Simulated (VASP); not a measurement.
A run of VASP 6.6.1 is set up as follows.

Contents of POSCAR:

```
CaS
1.0
    0.0000000000      2.8479451031      2.8479451031
    2.8479451031      0.0000000000      2.8479451031
    2.8479451031      2.8479451031      0.0000000000
Ca S
1 1
Direct
    0.0000000000      0.0000000000      0.0000000000
    0.5000000000      0.5000000000      0.5000000000
```

File INCAR.step1:

```
SYSTEM = CaS
ALGO = Normal
EDIFF = 1E-4
ENCUT = 520
GGA = PE
ISMEAR = 0
LASPH = .TRUE.
LCHARG = .FALSE.
LREAL = .FALSE.
LWAVE = .TRUE.
NBANDS = 15
NELM = 60
PREC = Accurate
SIGMA = 0.01
```

File INCAR.step2:

```
SYSTEM = CaS
ALGO = Normal
EDIFF = 1E-6
ENCUT = 520
ISIF = 2
ISMEAR = 0
ISTART = 1
LASPH = .TRUE.
LCHARG = .FALSE.
LMIXTAU = .TRUE.
LREAL = .FALSE.
LWAVE = .FALSE.
METAGGA = R2SCAN
NBANDS = 15
NELM = 60
PREC = Accurate
SIGMA = 0.01
```

Contents of KPOINTS:

```
k-points
0
G
  6 6 6
  0 0 0
```

Potentials or basis: VASP PAW PBE potentials, release 64 (Ca_sv, S).

Run with:

```bash
$ cat potpaw_PBE.64/Ca_sv/POTCAR potpaw_PBE.64/S/POTCAR > POTCAR
$ cp INCAR.step1 INCAR
$ mpirun -np 1 vasp_std > vasp.out
$ cp INCAR.step2 INCAR
$ mpirun -np 1 vasp_std > vasp.out
```

Estimate the pressure.

0.3 GPa.

Predict the band gap on the k mesh.

2.80 eV, indirect (least direct gap 3.63 eV).

Caveat: the PAW data sets were made with another functional, which shifts forces and pressure a little. A k mesh can miss the band edges.
